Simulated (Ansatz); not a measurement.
## LiNbO$_{3}$: pressure against volume

LiNbO$_{3}$, R3c, a = 5.190 Å, c = 14.014 Å. Ansatz: PBE, PAW, 420 eV, Γ-centred 6×6×6 mesh on 10 atoms, Gaussian smearing 0.02 eV; no spin polarisation. Shape and atoms are relaxed at each volume; pressure is positive in compression.

| V (Å³/atom) | P (GPa) |
| --- | --- |
| 9.588 | 18.05 |
| 9.915 | 12.40 |
| 10.242 | 7.55 |
| 10.568 | 3.43 |
| 10.895 | -0.01 |
| 11.222 | ? |
| 11.549 | -4.85 |
| 11.985 | -6.58 |

Q: Take V0 = 10.895 Å³/atom, count pressures from its P0 = -0.01 GPa, fit the third-order Birch–Murnaghan form to the other rows, and predict the missing pressure.

A: With the Eulerian strain f = ½[(V0/V)^(2/3) − 1] and y = (P − P0)/[3f(1 + 2f)^(5/2)], the form is the line y = B0 + 1.5 B0 (B0′ − 4) f. Rows (f, y): 0.04446, 109.4; 0.03243, 109.0; 0.02103, 108.1; 0.01026, 106.2; -0.01906, 93.3; -0.03079, 83.4. Means f = 0.009722, y = 101.57; Σ(Δf)² = 0.004320, ΣΔfΔy = 1.491; the slope is their ratio. y = 98.21 + 345.2 f GPa, so B0 = 98.2 GPa and B0′ = 4 + 2 × (345.2)/(3 × 98.21) = 6.34. At V = 11.222, f = -0.00976, y = 94.84 and P = -2.65 GPa. The run gave -2.74 GPa, so the fit is 0.09 GPa too high, within the rms miss on the fitted rows (0.33 GPa).

The crystal stiffens under compression and softens under tension, but not at the steady rate the fitted line assumes. The reduced pressure y barely changes from 106.2 to 109.4 across the compressed rows, then drops to 83.4 at the largest volume. The misfit is therefore systematic curvature rather than scatter, and B0′ = 6.34 averages a weak slope in compression and a steep one in expansion. The curvature also suggests that 98.2 GPa slightly underestimates the stiffness at V0. The close prediction at the missing volume is a mild test, since it is an interpolation near the pressure zero, where errors in modulus hardly show.

Short-range repulsion within the linked NbO₆ octahedra resists compression, while stretched Nb–O and Li–O bonds lose restoring force. Relaxation of the polar Li and Nb displacements probably adds to the softening in expansion, as more room favours off-centring through Nb d–O p hybridisation. Separating that contribution from plain bond anharmonicity would require the internal coordinates at each volume.
